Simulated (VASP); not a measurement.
CuO:

```
Cu O
1.0
     4.16094    0.00000    0.00000
     0.00000    4.16094    0.00000
     0.00000    0.00000    3.88764
Cu O
3 3
Direct
  0.50000 0.00000 0.50000
  0.00000 0.50000 0.50000
  0.00000 0.00000 0.00000
  0.00000 0.00000 0.50000
  0.50000 0.00000 0.00000
  0.00000 0.50000 0.00000
```

Measurements of this composition are mostly on another form, of space group No. 15.

| Property | Result |
| --- | --- |
| Program | VASP 6.6.1 |
| Task | relaxation of cell and atoms |
| Functional | r2SCAN |
| Potentials or basis | VASP PAW PBE potentials, release 64 (Cu, O) |
| Cutoff | 600 eV |
| k mesh | 7 × 7 × 7 |
| Occupations | gaussian, width 0.05 eV |
| Spin | no spin polarisation |

At the start: pressure -4.1 GPa; volume 11.22 Å³/atom.

**Question.** How do energy, volume and symmetry change on relaxing?

**Answer.** Over 6 steps the energy falls by 3.9 meV/atom and the volume is 10.92 Å³/atom (-2.6 %); space group P4/mmm (No. 123, to 0.05 Å).

Step by step:
```tsv
step	energy change (eV)	largest force (eV/Å)	pressure (GPa)	volume (Å³)
1	0.0000	0.0000	-4.06	67.31
2	-0.0085	0.0000	3.20	64.58
3	-0.0220	0.0000	-0.10	65.75
4	-0.0220	0.0000	-0.24	65.78
5	-0.0230	0.0000	-0.10	65.64
6	-0.0235	0.0000	-0.16	65.53
```

Final structure:
```yaml
crystal:
  lattice:
    - [4.12152, 0.00000, 0.00000]
    - [0.00000, 4.12152, 0.00000]
    - [0.00000, 0.00000, 3.85756]
  atoms:
    - { symbol: Cu, position: [0.50000, 0.00000, 0.50000] }
    - { symbol: Cu, position: [0.00000, 0.50000, 0.50000] }
    - { symbol: Cu, position: [0.00000, 0.00000, 0.00000] }
    - { symbol: O, position: [0.00000, 0.00000, 0.50000] }
    - { symbol: O, position: [0.50000, 0.00000, 0.00000] }
    - { symbol: O, position: [0.00000, 0.50000, 0.00000] }
```

Caveat: the PAW data sets were made with another functional, which shifts forces and pressure a little; an odd number of electrons without spin polarisation forces a metal; a magnetic or distorted state may lie lower; the run has no spin polarisation, though such a crystal can be magnetic.
